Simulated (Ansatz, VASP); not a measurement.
# HCl: VASP beside Ansatz

Aim: how closely do two programs agree when they are given the same cell, functional and k mesh? The cell is taken from a series of runs on this material, whose earlier steps may have relaxed, scaled, displaced or heated it; both programs get it as it stands.

Calculated with Ansatz 0.2.0; plane waves, with VASP 6.6.1 beside it; single point at HSE06 with D3(BJ).

## Step 1: The structure

The cell holds 2 atoms: 1 H and 1 Cl. Its edges and angles: a = 12.000 Å, b = 12.300 Å, c = 12.600 Å, α = 90.0°, β = 90.0°, γ = 90.0°. As first built, before any earlier steps moved the atoms (in the runner's words): one molecule of HCl in a box of 12 x 12.3 x 12.6 A, bonds from typed starting values. Vacuum lies along a, b and c.

As a file:

```cif
data_structure
_symmetry_space_group_name_H-M 'P 1'
_symmetry_Int_Tables_number 1
_cell_length_a 12.0000
_cell_length_b 12.3000
_cell_length_c 12.6000
_cell_angle_alpha 90.000
_cell_angle_beta 90.000
_cell_angle_gamma 90.000
_cell_volume 1859.76
loop_
_atom_site_label
_atom_site_type_symbol
_atom_site_fract_x
_atom_site_fract_y
_atom_site_fract_z
_atom_site_occupancy
H1 H 0.50279 0.49897 0.44668 1
Cl2 Cl 0.49813 0.50145 0.54883 1
```

## Step 2: VASP: single point, HSE06 with D3(BJ)

With cell and atoms fixed, the geometry can't cause a difference; cores, projectors, grids and the points listed under the comparison can.

Lines of VASP's logs that name or quote its potential files are left out, and so is its time.

The run reads the wave functions of an earlier VASP run, which isn't shown here.

File INCAR:

```
SYSTEM = HCl
PREC = Accurate
ENCUT = 910
EDIFF = 1E-06
NELM = 100
ISMEAR = -1
SIGMA = 0.01
LREAL = .FALSE.
ALGO = Normal
LHFCALC = .TRUE.
AEXX = 0.25
GGA = PE
HFSCREEN = 0.208
IVDW = 12
VDW_S6 = 1
VDW_S8 = 2.31
VDW_A1 = 0.383
VDW_A2 = 5.685
LASPH = .TRUE.
NBANDS = 10
PRECFOCK = Fast
LORBIT = 11
LWAVE = .FALSE.
LCHARG = .FALSE.
ISIF = 2
```

File POSCAR:

```
HCl
1.0
   12.0000000000      0.0000000000      0.0000000000
    0.0000000000     12.3000000000      0.0000000000
    0.0000000000      0.0000000000     12.6000000000
H Cl
1 1
Direct
    0.5027900000      0.4989700000      0.4466800000
    0.4981300000      0.5014500000      0.5488300000
```

File KPOINTS:

```
Automatic mesh
0
Gamma
1 1 1
0 0 0
```

The projector-augmented-wave data sets are H_h and Cl_h (PBE family, release 64).

Launch:

```bash
export OMP_NUM_THREADS=5
mpirun -np 1 vasp_gam
```

Numbers of over 12 decimals in the logs are rounded to 6 here.

Output:

```text
[banner, memory and clock lines left out]
running    1 mpi-ranks, on    1 nodes
 distrk:  each k-point on    1 cores,    1 groups
 distr:  one band on    1 cores,    1 groups
 Offloading initialized ...    1 GPUs detected
 POSCAR found type information on POSCAR H Cl
 POSCAR found :  2 types and       2 ions
 LDA part: xc-table for (Slater+PW92), standard interpolation
 found WAVECAR, reading the header
 POSCAR, INCAR and KPOINTS ok, starting setup
 FFT: planning ... GRIDC
 FFT: planning ... GRID_SOFT
 FFT: planning ... GRID
 reading WAVECAR
 the WAVECAR file was read successfully
 initial charge from wavefunction
 entering main loop
       N       E                     dE             d eps       ncg     rms          rms(c)
DAV:   1    -0.744577549669E+01   -0.74458E+01   -0.12949E-01    36   0.300E+00    0.142E+00
DAV:   2    -0.744625988550E+01   -0.48439E-03   -0.17445E-03    22   0.260E-01    0.888E-01
DAV:   3    -0.744591420410E+01    0.34568E-03   -0.15241E-04    30   0.868E-02    0.527E-01
DAV:   4    -0.744577380859E+01    0.14040E-03   -0.60963E-05    20   0.480E-02    0.301E-01
DAV:   5    -0.744572174031E+01    0.52068E-04   -0.22611E-05    22   0.301E-02    0.170E-01
DAV:   6    -0.744570483749E+01    0.16903E-04   -0.59317E-06    20   0.154E-02    0.974E-02
DAV:   7    -0.744570169165E+01    0.31458E-05   -0.22832E-06    20   0.936E-03    0.555E-02
DAV:   8    -0.744570451899E+01   -0.28273E-05   -0.10870E-06    20   0.612E-03    0.314E-02
DAV:   9    -0.744570996730E+01   -0.54483E-05   -0.57828E-07    20   0.415E-03    0.177E-02
DAV:  10    -0.744571659423E+01   -0.66269E-05   -0.33079E-07    20   0.291E-03    0.993E-03
DAV:  11    -0.744572368022E+01   -0.70860E-05   -0.20003E-07    20   0.212E-03    0.559E-03
DAV:  12    -0.744573081626E+01   -0.71360E-05   -0.12669E-07    20   0.158E-03    0.321E-03
DAV:  13    -0.744573776073E+01   -0.69445E-05   -0.85780E-08    28   0.123E-03    0.191E-03
DAV:  14    -0.744574436361E+01   -0.66029E-05   -0.59021E-08    20   0.100E-03    0.129E-03
[...]
DAV:  27    -0.744579468813E+01   -0.21128E-05   -0.56296E-09    20   0.344E-04    0.215E-04
DAV:  28    -0.744579659042E+01   -0.19023E-05   -0.48772E-09    20   0.335E-04    0.195E-04
DAV:  29    -0.744579830290E+01   -0.17125E-05   -0.42796E-09    20   0.324E-04    0.177E-04
DAV:  30    -0.744579984434E+01   -0.15414E-05   -0.37611E-09    20   0.321E-04    0.161E-04
DAV:  31    -0.744580123049E+01   -0.13862E-05   -0.32851E-09    20   0.316E-04    0.147E-04
DAV:  32    -0.744580247364E+01   -0.12432E-05   -0.28295E-09    20   0.288E-04    0.134E-04
DAV:  33    -0.744580358644E+01   -0.11128E-05   -0.24048E-09    20   0.250E-04    0.122E-04
DAV:  34    -0.744580458089E+01   -0.99445E-06   -0.20304E-09    20   0.219E-04
   1 F= -.74508156E+01 E0= -.74508156E+01  d E =-.275807E-11
```

From OUTCAR (step 2):

```text
ion  position               nearest neighbor table
   1  0.503  0.499  0.447-   2 1.29
   2  0.498  0.501  0.549-   1 1.29

  LATTYP: Found a simple orthorhombic cell.
 ALAT       =    12.0000000000
 B/A-ratio  =     1.0250000000
 C/A-ratio  =     1.0500000000

 Subroutine GETGRP returns: Found  1 space group operations
 (whereof  1 operations were pure point group operations)

The static configuration has the point symmetry C_1 .

 Found      1 irreducible k-points:

   k-points           NKPTS =      1   k-points in BZ     NKDIM =      1   number of bands    NBANDS=     10

   dimension x,y,z NGX =   120 NGY =  126 NGZ =  126
   dimension x,y,z NGXF=   240 NGYF=  252 NGZF=  252

   ENCUT  =  910.0 eV  66.88 Ry    8.18 a.u.  29.52 30.25 30.99*2*pi/ulx,y,z

   NELECT =       8.0000    total number of electrons

 k-points in reciprocal lattice and weights: Automatic mesh
   0.00000000  0.00000000  0.00000000       1.000

  exchange ACFDT corr.  =         0.00000000  see jH, gK, PRB 81, 115126

 average (electrostatic) potential at core
       1 -43.3753       2-150.8578

 E-fermi :  -8.6957

 k-point     1 :       0.0000    0.0000    0.0000
  band No.  band energies     occupation
      1     -23.2185      2.00000
      2     -12.7449      2.00000
      3      -8.9629      2.00000
      4      -8.9629      2.00000
      5      -0.6991      0.00000
      6       0.2051      0.00000
      7       0.7486      0.00000
      8       0.8267      0.00000
      9       0.8316      0.00000
    ...

 Edisp (eV)   -0.00501

  Total      -0.00862    -0.01245    -0.51275     0.00040    -0.01178     0.02146
  in kB      -0.00743    -0.01073    -0.44174     0.00034    -0.01015     0.01848
  external pressure =       -0.15 kB  Pullay stress =        0.00 kB

  energy-cutoff  :      910.00
  volume of cell :     1859.76
      direct lattice vectors                 reciprocal lattice vectors
    12.000000000  0.000000000  0.000000000     0.083333333  0.000000000  0.000000000
     0.000000000 12.300000000  0.000000000     0.000000000  0.081300813  0.000000000
     0.000000000  0.000000000 12.600000000     0.000000000  0.000000000  0.079365079

 POSITION                                       TOTAL-FORCE (eV/Angst)
 -----------------------------------------------------------------------------------
      6.03348      6.13733      5.62817        -0.016990      0.009239      0.387085
      5.97756      6.16783      6.91526         0.016990     -0.009239     -0.387085
 -----------------------------------------------------------------------------------
    total drift:                               -0.000487     -0.000077      0.000186

  FREE ENERGIE OF THE ION-ELECTRON SYSTEM (eV)
  ---------------------------------------------------
  free  energy   TOTEN  =        -7.4508156159 eV

  energy  without entropy=       -7.4508156158  energy(sigma->0) =       -7.45081562

 total charge
# of ion       s       p       d       tot
------------------------------------------
    1        0.301   0.014   0.000   0.315
    2        1.123   2.225   0.000   3.348
--------------------------------------------------
tot          1.424   2.239   0.000   3.663
```

## Step 3: Ansatz: single point, HSE06 with D3(BJ)

Ansatz runs on its default PAW (the set named soft_2) files.

The same cell, functional, mesh and smearing now go to Ansatz, which takes its cutoff from its data sets.

File input.yaml:

```yaml
crystal:
  lattice:
    - [12.0, 0.0, 0.0]
    - [0.0, 12.3, 0.0]
    - [0.0, 0.0, 12.6]
  atoms:
    - { symbol: H, position: [0.50279, 0.49897, 0.44668] }
    - { symbol: Cl, position: [0.49813, 0.50145, 0.54883] }
kpoints:
  mp_grid: { grid: [1, 1, 1] }
hamiltonian:
  xc: hse06
  dispersion: d3bj
scf:
  occupations: { method: fermi_dirac, width: 0.01 }
output:
  forces: true
```

Launch:

```bash
ansatz run input.yaml --threads 4 --pin off --max-ram 8192MiB --backend cpu --events-out ev --progress --plain --runs-dir out
```

Output:

```text
Engine: ansatz 0.2.0, aarch64-unknown-linux-gnu
Pseudopotentials: kind: paw
Pseudopotential: H, paw, valence charge 1, recommended cutoff 420 eV (normal), H.paw.azcp
Pseudopotential: Cl, paw, valence charge 7, recommended cutoff 420 eV (normal), Cl.paw.azcp
Functional definition: HSE06
  parameter a = 0.25
  parameter omega = 0.11/bohr
  exchange = pbe_x - a*pbe_x_sr(omega) + a*exact_x_sr(omega)
  correlation = pbe_c
Crystal: 2 atoms, lattice volume = 1859.760 Å³
Basis set: ecut = 420 eV, 36331 PW (Γ), exchange–correlation on 162×180×180 points (8 copies of the dense FFT grid, shifted against one another)
Bands: 8, of which v1, the nominal top of the filled ones, is band 4 counted from 1 (3 counted from 0)
Symmetry: 1 space group operations
Space group: P1 (ITA 1), of the structure as read, at distance tolerance 1.2e-4 Å
k-points: 1
Non-local potential: H, projectors of the file, l = 0: 2, l = 1: 1
Non-local potential: Cl, projectors of the file, l = 0: 2, l = 1: 2, l = 2: 2
PAW form: soft (Blöchl's): semilocal exchange-correlation on the pseudo side does not see the compensation charge
PAW frozen core: Cl, regenerated for the run's functional, and the local potential with it (the file was generated under x = pbe(κ = 0.804, μ = 0.219515), c = pbe(β = 0.066725))
PAW one-centre angular grid: H, 110 points (default); XC on 64 Gauss nodes
PAW one-centre angular grid: Cl, 110 points (default); XC on 64 Gauss nodes
Initial density: superposition of atomic densities (neutral atoms: chi_scale 0, normalization atom), corrected by the library's trained network
Initial wavefunctions: pseudopotential atomic-orbital guess
Functional: x = pbe(κ = 0.804, μ = 0.219515), c = pbe(β = 0.066725), warm-up for x = pbe(κ = 0.804, μ = 0.219515) + 0.25 (exact − pbe) at short range (hse, ω = 0.207870 Å⁻¹), c = pbe(β = 0.066725); HSE06 as pw.x's `hse` composes it (authors' and Libxc's form: `xc: wpbeh`)
SCF iter   1: F=—  HF=-1096.231604 eV  |F-HF|=—  |Δ(HF+E_count)|=         —  Δρ=2.67e-4  dr2=1.74e-3  ethr=1.77e-3  ⟨swp⟩=16.0  Hψ=68  notcnv=0
preconditioner: auto → none  [insulator: Δε(μ)=6.727 eV  Ē_g=9.124 eV  σ=0.010 eV  W_gap=1.00  n_scr=32 (ndim 8)  ℏωp=2.1 eV  f_vac=0.936  D(μ)=0.00/eV (n_scr^D=0)]
SCF iter   2: F=—  HF=-1096.232733 eV  |F-HF|=—  |Δ(HF+E_count)|=   1.13e-3  Δρ=1.13e-4  dr2=1.82e-4  ethr=2.18e-5  ⟨swp⟩=4.0  Hψ=27  notcnv=0  defer=4
SCF iter   3: F=-1096.233848 eV  HF=-1096.233348 eV  |F-HF|=5.00e-4  |Δ(HF+E_count)|=   6.15e-4  Δρ=5.07e-5  dr2=2.99e-5  ethr=2.28e-6  ⟨swp⟩=4.0  Hψ=27  notcnv=0  defer=4
SCF 1 stopped early in 3 iterations: F = -1096.233848 eV  dr2 = 2.99e-5
  greatest PAW one-centre occupation: 0.908 electrons in one spin orbital (limit 2), on the Cl atom at site 1 (counted from 0), in its partial waves of l = 0
Initial density: handed on by an earlier stage of this run
Initial wavefunctions: those handed on with the density
Functional: x = pbe(κ = 0.804, μ = 0.219515) + 0.25 (exact − pbe) at short range (hse, ω = 0.207870 Å⁻¹), c = pbe(β = 0.066725); HSE06 as pw.x's `hse` composes it (authors' and Libxc's form: `xc: wpbeh`)
Exchange kernel: α = 0.2500, screened, ω = 0.2079 Å⁻¹, Wigner–Seitz truncation, v(0) = 986.5109 eV·Å³, q-mesh 1×1×1, nearest image of the exchange supercell L = 12.00 Å, pair-density grid 54×54×54, without the augmentation charges, whose exchange is taken in its separable form (sized by the pseudopotential files, 81×81×90 at the most)
Frozen-core exchange: fock
SCF iter   1: F=—  HF=-1096.941121 eV  |F-HF|=—  |Δ(HF+E_count)|=         —  Δρ=4.41e-4  dr2=2.38e-3  ethr=3.74e-6  ⟨swp⟩=20.0  Hψ=79  notcnv=2
preconditioner: auto → none  [insulator: Δε(μ)=8.246 eV  Ē_g=10.471 eV  σ=0.010 eV  W_gap=1.00  n_scr=32 (ndim 8)  ℏωp=2.1 eV  f_vac=0.935  D(μ)=0.00/eV (n_scr^D=0)]
SCF iter   2: F=—  HF=-1096.940650 eV  |F-HF|=—  |Δ(HF+E_count)|=   4.71e-4  Δρ=1.99e-4  dr2=4.36e-4  ethr=3.74e-6  ⟨swp⟩=6.0  Hψ=32  notcnv=0  defer=2
SCF iter   3: F=—  HF=-1096.941522 eV  |F-HF|=—  |Δ(HF+E_count)|=   8.72e-4  Δρ=6.03e-5  dr2=7.38e-5  ethr=3.74e-6  ⟨swp⟩=4.0  Hψ=27  notcnv=0  defer=4
iter 4 solved again at ethr=2.95e-8 eV; its pass at ethr=8.91e-7 eV (dr2=2.36e-6 eV) is discarded
SCF iter   4: F=—  HF=-1096.941510 eV  |F-HF|=—  |Δ(HF+E_count)|=   1.17e-5  Δρ=1.04e-5  dr2=2.72e-6  ethr=2.95e-8  ⟨swp⟩=3.0  Hψ=46  notcnv=0  defer=3
SCF iter   5: F=-1096.941516 eV  HF=-1096.941515 eV  |F-HF|=1.99e-7  |Δ(HF+E_count)|=   5.09e-6  Δρ=6.53e-6  dr2=3.50e-7  ethr=2.95e-8  ⟨swp⟩=5.0  Hψ=27  notcnv=0  defer=2
SCF 2 stopped early in 5 iterations: F = -1096.941516 eV  dr2 = 3.50e-7
  Residual-converged pass: ⟨swp⟩=3.0  Hψ=16  notcnv=0  max |occ|·‖R‖ = 6.4e-6 eV (tolerance 6.7e-6 eV)  dr2=3.57e-7  dr2_onsite=1.76e-8  max |Δocc| = 0.0e0
  greatest PAW one-centre occupation: 0.917 electrons in one spin orbital (limit 2), on the Cl atom at site 1 (counted from 0), in its partial waves of l = 0
hybrid outer 1: dexx = +9.051e-4 eV, tail = 1.46e-6 eV
Exchange kernel: α = 0.2500, screened, ω = 0.2079 Å⁻¹, Wigner–Seitz truncation, v(0) = 986.5109 eV·Å³, q-mesh 1×1×1, nearest image of the exchange supercell L = 12.00 Å, pair-density grid 54×54×54, without the augmentation charges, whose exchange is taken in its separable form (sized by the pseudopotential files, 81×81×90 at the most)
Frozen-core exchange: fock
SCF iter   1: F=—  HF=-1096.941514 eV  |F-HF|=—  |Δ(HF+E_count)|=         —  Δρ=2.82e-6  dr2=9.46e-8  ethr=9.14e-8  ⟨swp⟩=20.0  Hψ=63  notcnv=2
preconditioner: auto → none  [insulator: Δε(μ)=8.250 eV  Ē_g=10.505 eV  σ=0.010 eV  W_gap=1.00  n_scr=32 (ndim 8)  ℏωp=2.1 eV  f_vac=0.938  D(μ)=0.00/eV (n_scr^D=0)]
SCF iter   2: F=—  HF=-1096.941514 eV  |F-HF|=—  |Δ(HF+E_count)|=   6.38e-9  Δρ=1.15e-6  dr2=1.22e-8  ethr=1.05e-9  ⟨swp⟩=3.0  Hψ=18  notcnv=0  defer=3
SCF iter   3: F=—  HF=-1096.941514 eV  |F-HF|=—  |Δ(HF+E_count)|=   3.13e-8  Δρ=3.96e-7  dr2=3.43e-9  ethr=1.48e-10  ⟨swp⟩=4.0  Hψ=28  notcnv=0  defer=4
SCF iter   4: F=-1096.941514 eV  HF=-1096.941514 eV  |F-HF|=4.69e-10  |Δ(HF+E_count)|=   1.72e-9  Δρ=7.12e-8  dr2=1.34e-10  ethr=4.05e-11  ⟨swp⟩=4.0  Hψ=26  notcnv=0  defer=3
SCF 3 converged in 4 iterations: F = -1096.941514 eV  dr2 = 1.34e-10
  Residual-converged pass: ⟨swp⟩=3.0  Hψ=16  notcnv=0  max |occ|·‖R‖ = 1.1e-7 eV (tolerance 4.4e-7 eV)  dr2=1.37e-10  dr2_onsite=1.47e-12  max |Δocc| = 0.0e0
hybrid outer 2: dexx = +7.725e-9 eV, tail = 3.97e-10 eV, Δε = 5.95e-4 eV (about 1.40e-5 eV left of the loop's levels), ΔF = 6.01e-3 eV/Å (tail 6.11e-4)
hybrid SCF converged: 2 outer / 9 inner (+3 warm-up), last move |dexx| = 7.73e-9 eV, tail = 3.97e-10 eV
Stability not checked: this state was not tested for a lower state beside it, because the functional holds exact exchange (a hybrid, or Hartree-Fock), whose exchange loop this test does not read (fock_operator; see scf.lower_state_search)
Free energy (F): -1096.941514 eV
Frozen-core exchange: fock
Harris-Foulkes:  -1096.941514 eV  (|F-HF|=4.69e-10)
Internal energy: -1096.941514 eV  (E = F + TS)
E sigma→0 (E₀):  -1096.941514 eV
Fermi energy:    -4.818318 eV
--- Per-component energies (eV) ---
  E_band       = -107.664600
  E_kinetic    = 172.662651
  E_local      = -822.927085  (includes V_loc(G=0)·N_el)
  E_nonlocal   = 30.050140
  E_hartree    = 326.577134
  E_xc         = -92.280018
  E_vxc        = -105.221403  (∫ρ·V_xc dr)
  E_exx        = -16.907985  (= α·E_x^exact, valence–valence)
  E_paw        = -666.139499  (= ΣΔE_a)
  E_vpaw       = -1.566173  (= ΣTr[D̂ρ^β])
  E_aug_tail   = -0.001039  (compensation charges beyond the density's cutoff)
  E_ewald      = -27.859651
  E_disp       = -0.005012  (pairwise vdW)
  E_core_change = -0.111150  (= ΣΔE_core)
  E_smearing   = -0.000000  (= −TS)
  E_closure    = -0.000000  (closes the sum)
  Σ components = -1096.941514   (vs F -1096.941514, Δ=0.00e0)
--- Forces (eV/Å), atoms counted from 1 ---
  atom   1  H     -0.01414818     0.00772253     0.32741894
  atom   2  Cl     0.01413841    -0.00772077    -0.32721196
  max |Σ_I F_I| component: 2.07e-4 eV/Å
--- Band table (eV) ---
  k-point 0: bands = ["-23.2112", "-12.7288", "-8.9462", "-8.9462", "-0.6974"]
  guard bands above this table: 3 of the run's 8 bands. The solve was not asked for them (output.publish_guard_bands: true or output.eigenvalues: true publishes all)
```

The column dr2 measures how far the density is from self-consistency, as an energy; F and HF (Harris–Foulkes) agree once it is small.

## Step 4: Comparison

Known differences besides the potentials themselves: exact exchange at q = 0 is treated differently, which shows on coarse meshes; VASP keeps PBE cores, Ansatz makes them for the functional; the cutoff is 420 eV in Ansatz and 910 eV in VASP; VASP takes a coarser grid for exact exchange (PRECFOCK = Fast). Total energies have different zeros and are not compared.

Compared:

```tsv
quantity	Ansatz	VASP	difference
gap on the k mesh (eV)	8.249	8.264	-0.015
```

Forces (eV/Å; atoms numbered as in POSCAR):

```tsv
atom	Ansatz x, y, z	VASP x, y, z
H1	-0.014, 0.008, 0.327	-0.017, 0.009, 0.387
Cl2	0.014, -0.008, -0.327	0.017, -0.009, -0.387
```

The forces differ by 35 meV/Å r.m.s., which is 15.4 % of the r.m.s. force of 0.224 eV/Å (both taken over all components).

## Step 5: Results

* r.m.s. force difference (single point, HSE06 with D3(BJ)): 15 % of the r.m.s. force

In words: The r.m.s. force difference is 15 % of the r.m.s. force (single point, HSE06 with D3(BJ)), beyond the 3 % picked in this series as the mark of a large difference. What causes the difference of the single point, HSE06 with D3(BJ) pair stays open here. Such differences can come from data sets, numerical settings and the points named under the comparisons, not from the functional's error against experiment.

[Lines on the potential files, build, host, timing and source positions are cut from VASP's logs without a mark.]

[Logs are printed without paths, hosts, clocks, repeated set-up lines and the standing remarks that a program may print on its own settings, such as how far it seeks lower states.]

[Hosts, paths, dates, database ids (printed as entryN), source tags and the programs' standing remarks are cut or masked in the printed files.]
